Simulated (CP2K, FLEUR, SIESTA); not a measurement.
C: programs and potentials compared

```
C
1.0
     2.52210    0.00000    0.00000
    -1.26105    2.18420    0.00000
     0.00000    0.00000    8.23710
C
8
Cartesian
  1.2611 0.7281 6.9501
  0.0000 1.4561 2.8315
  1.2611 0.7281 5.4056
  0.0000 1.4561 1.2870
  0.0000 0.0000 7.4649
  0.0000 0.0000 3.3463
  0.0000 0.0000 4.8908
  0.0000 0.0000 0.7722
```

Alike in all runs: task band structure; functional RPBE; k mesh 12 × 12 × 4; occupations fermi-dirac, width 0.05 eV; no spin polarisation; no spin-orbit coupling. Pressure is positive in compression and, in plane waves, holds the error of the finite cutoff. Gaps are the smaller of the mesh's and the band path's.

```
                                                     program and potentials  plane-wave cutoff (eV)                                  notes  band gap (eV)  pressure (GPa)  largest force (eV/Å)
                CP2K, POTENTIAL_UZH C GTH-PBE-q4; TZVP-MOLOPT-PBE-GTH basis                       -  atomic basis; potentials made for PBE           4.92            5.76                 0.335
SIESTA, files PseudoDojo sr-pbe-0.4.1-standard, DZP (energy shift 0.002 Ry)                       -  atomic basis; potentials made for PBE           4.65           12.72                 0.322
                                                 FLEUR, all-electron, FLAPW                       -                                      -           4.55               -                     -
```

Force on atom 6 (C), eV/Å:

| program and potentials | x | y | z |
| --- | --- | --- | --- |
| CP2K, POTENTIAL_UZH C GTH-PBE-q4; TZVP-MOLOPT-PBE-GTH basis | 0.000 | 0.000 | 0.335 |
| SIESTA, files PseudoDojo sr-pbe-0.4.1-standard, DZP (energy shift 0.002 Ry) | 0.000 | 0.000 | 0.305 |

The band gap spans 4.55 (FLEUR, all-electron, FLAPW) to 4.92 eV (CP2K, POTENTIAL_UZH C GTH-PBE-q4; TZVP-MOLOPT-PBE-GTH basis), with all-electron results at 4.55. The pressure spans 5.76 (CP2K, POTENTIAL_UZH C GTH-PBE-q4; TZVP-MOLOPT-PBE-GTH basis) to 12.72 GPa (SIESTA, files PseudoDojo sr-pbe-0.4.1-standard, DZP (energy shift 0.002 Ry)). The paths' points differ, which is worth about 0.01 eV. Rows in atomic bases carry the error of their basis and grid, which can be large.

Differences between rows come from potentials, basis sets and numerical settings, since the functional is the same but for its coding. Runs on potential files found faulty are left out.
